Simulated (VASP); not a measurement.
Input of a VASP 6.6.1 run:

Contents of INCAR:

```
SYSTEM = CdS
PREC     = Accurate       ! precision mode
ENCUT    = 520            ! plane-wave cutoff, eV
EDIFF    = 1E-6           ! SCF threshold, eV
ISMEAR   = 0              ! smearing method
SIGMA    = 0.02           ! smearing width, eV
LREAL    = .FALSE.        ! projectors in reciprocal space
LASPH    = .TRUE.         ! aspherical terms in the spheres
NELM     = 80             ! most SCF steps
ALGO     = Normal         ! electronic algorithm
ISIF     = 2              ! what is computed and relaxed
LWAVE    = .FALSE.        ! write WAVECAR
LCHARG   = .FALSE.        ! write CHGCAR
LNONCOLLINEAR= .TRUE.         ! non-collinear magnetism
MAGMOM   = 0 0 0 0 0 0 0 0 0 0 0 0 ! initial moments
LORBIT   = 11             ! projections on sites
LSORBIT  = .TRUE.         ! spin-orbit coupling
GGA_COMPAT= .FALSE.      
METAGGA  = R2SCAN         ! meta-GGA
LMIXTAU  = .TRUE.       
KPAR     = 2
```

The input KPOINTS:

```
regular mesh
0
G
  6 6 4
  0 0 0
```

The input POSCAR:

```
CdS
1.0
    4.1500000000      0.0000000000      0.0000000000
   -2.0750000000      3.5940054257      0.0000000000
    0.0000000000      0.0000000000      6.7370000000
Cd S
2 2
Direct
    0.6666666667      0.3333333333      0.5000000000
    0.3333333333      0.6666666667      0.0000000000
    0.6666666667      0.3333333333      0.8750000000
    0.3333333333      0.6666666667      0.3750000000
```

KPOINTS_OPT

```
path GMKGALHA,LM,KH
15
line-mode
reciprocal
 0.0000000000  0.0000000000  0.0000000000  G
 0.5000000000  0.0000000000  0.0000000000  M

 0.5000000000  0.0000000000  0.0000000000  M
 0.3333333333  0.3333333333  0.0000000000  K

 0.3333333333  0.3333333333  0.0000000000  K
 0.0000000000  0.0000000000  0.0000000000  G

 0.0000000000  0.0000000000  0.0000000000  G
 0.0000000000  0.0000000000  0.5000000000  A

 0.0000000000  0.0000000000  0.5000000000  A
 0.5000000000  0.0000000000  0.5000000000  L

 0.5000000000  0.0000000000  0.5000000000  L
 0.3333333333  0.3333333333  0.5000000000  H

 0.3333333333  0.3333333333  0.5000000000  H
 0.0000000000  0.0000000000  0.5000000000  A

 0.5000000000  0.0000000000  0.5000000000  L
 0.5000000000  0.0000000000  0.0000000000  M

 0.3333333333  0.3333333333  0.0000000000  K
 0.3333333333  0.3333333333  0.5000000000  H
```

Potentials or basis: VASP PAW PBE potentials, release 64 (Cd, S).

Command:

```sh
$ cat potpaw_PBE.64/Cd/POTCAR potpaw_PBE.64/S/POTCAR > POTCAR
$ mpirun -np 2 vasp_ncl > vasp.out
```

Q: Estimate the largest force.

A: 0.072 eV/Å.

Q: What does it give for the pressure?

A: 1.0 GPa.

Forces on the atoms (eV/Å):
```
Cd   0.000  0.000 -0.072
Cd   0.000  0.000 -0.072
S    0.000  0.000  0.072
S    0.000  0.000  0.072
```

Caveat: the PAW data sets were made with another functional, which shifts forces and pressure a little.
